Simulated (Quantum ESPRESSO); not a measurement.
# Bi under changes of volume

One of the cells (34.026 Å³/atom); the others are scaled copies at fixed shape and fractional positions:

```
Bi
1.0
     3.48860   -3.13258    0.00000
     3.48860    3.13258    0.00000
    -1.26023    0.00000    3.11355
Bi
2
Direct
  0.75306 0.75306 0.85738
  0.24694 0.24694 0.14262
```

This isn't the form of Bi at room conditions, which is rhombohedral.

* Program: Quantum ESPRESSO 7.5
* Functional: LDA
* Potentials or basis: PseudoDojo 0.4.1 SR LDA standard
* Cutoff: 952 eV
* Density cutoff: 3810 eV
* k mesh: 6 × 6 × 9
* Occupations: fermi-dirac, width 0.05 eV
* Spin: no spin polarisation

| volume (Å³/atom) | energy over the lowest point (meV/atom) | pressure (GPa) | largest force (eV/Å) |
| --- | --- | --- | --- |
| 31.984 | 0.00 | -0.6 | 0.003 |
| 32.665 | ? | ? | ? |
| 33.345 | 14.84 | -2.8 | 0.058 |
| 34.026 | 28.52 | -3.6 | 0.085 |
| 34.706 | 45.73 | -4.4 | 0.111 |
| 35.387 | 66.07 | -5.1 | 0.135 |
| 36.067 | 89.15 | -5.7 | 0.158 |

Task: What does the run at 32.665 Å³/atom give?

Result: Energy over the lowest point 5.16 meV/atom; pressure -1.8 GPa; largest force 0.028 eV/Å.

Worked out: A Birch-Murnaghan fit of order 3 (a polynomial in V^(-2/3)) to the other rows has its minimum at 31.63 Å³/atom, just outside them, with B0 = V·E''(V) = 59 GPa and B' = 4.7 at fixed shape and positions, which overstates the stiffness. It gives 5.16 meV/atom at 32.665 Å³/atom, against the run's 5.16, and -dE/dV = -1.8 GPa, against -1.8.

Energies are extrapolated to zero smearing.
